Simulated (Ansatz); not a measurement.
## MgO (Fm-3m) under strain

A 2-atom cell of MgO started from a crystallographic database, relaxed with r2SCAN in Ansatz. The symmetry is Fm-3m (No. 225, cubic); conventional cell a = 4.204 Å, 9.29 Å³ an atom. Around Mg lie 6 O at 2.10 Å; around O lie 6 Mg at 2.10 Å.

The axes x, y and z are those of this cell:
```yaml
crystal:
  lattice:
    - [0.00000, 2.10217, 2.10217]
    - [2.10217, 0.00000, 2.10217]
    - [2.10217, 2.10217, 0.00000]
  atoms:
    - { symbol: Mg, position: [0.00000, 0.00000, 0.00000] }
    - { symbol: O, position: [0.50000, 0.50000, 0.50000] }
```

Unstrained: With PBE the gap is 4.797 eV and direct, at Γ. With r2SCAN the gap is 5.685 eV and direct, at Γ. With HSE06 the gap is 6.541 eV and direct, at Γ. Meshes: PBE 10×10×10, r2SCAN 10×10×10, HSE06 8×8×8. Strains are changes of length per length, and xy shears are angles. After each strain the atoms were relaxed again with r2SCAN within the symmetry that the strain leaves, so tilts or polar shifts that break it weren't tested; points keep the names that they have in the unstrained zone. The values are computed, spin-unpolarised, and not measurements.

Changes of the least gap in eV (an overlap counts as a negative gap):
```
                                      strain  volume change (%)  space group     PBE  r2SCAN   HSE06  G0W0@PBE (mesh)  energy rise, r2SCAN (meV/atom)
xy shear, engineering strain (angle) +1.63 %                0.0         Immm  -0.065  -0.066  -0.063            -0.07                             1.2
                    uniaxial -5.69 % along x               -5.7       I4/mmm  +0.522  +0.543  +0.560            +0.65                            37.2
           isotropic +4.69 % on every length              +14.7        Fm-3m  -1.231  -1.287  -1.361            -1.58                            83.1
                    uniaxial +1.49 % along y               +1.5       I4/mmm  -0.166  -0.172  -0.187            -0.21                             1.9
```
Unstrained, G0W0@PBE with 77 empty bands, a screening cutoff of 150 eV and a 6×6×6 mesh gives 7.23 eV on its mesh; the band count follows the volume. No extrapolation in bands, cutoff or mesh was made for G0W0.

Xy shear, engineering strain (angle) +1.63 %. HSE06: the gap goes from 6.541 to 6.478 eV (-0.063 eV); with r2SCAN the top three valence levels at Γ, degenerate before, become 1+1+1 from the top over 124 meV. Stress change with r2SCAN, compression positive: xx +0.03, yy +0.03, zz -0.03, xy -2.56 GPa.

Uniaxial -5.69 % along x, other directions held. HSE06: the gap goes from 6.541 to 7.101 eV (+0.560 eV); with r2SCAN the top three valence levels at Γ, degenerate before, become 2+1 from the top over 127 meV. Stress change with r2SCAN, compression positive: xx +25.28, yy +6.03, zz +6.03 GPa.

Isotropic +4.69 % on every length. HSE06: the gap goes from 6.541 to 5.180 eV (-1.361 eV). Stress change with r2SCAN, compression positive: xx -17.33, yy -17.33, zz -17.33 GPa. For HSE06, dE_g/d ln V = -9.9 eV over this step.

Uniaxial +1.49 % along y, other directions held. HSE06: the gap goes from 6.541 to 6.354 eV (-0.187 eV); with r2SCAN the top three valence levels at Γ, degenerate before, become 1+2 from the top over 31 meV. Stress change with r2SCAN, compression positive: xx -1.37, yy -4.23, zz -1.37 GPa.

The meshes of the hybrids are coarse, so their gaps aren't converged to the digits shown.

The splittings at Γ are without spin-orbit coupling, which regroups them where it is of like size or larger.
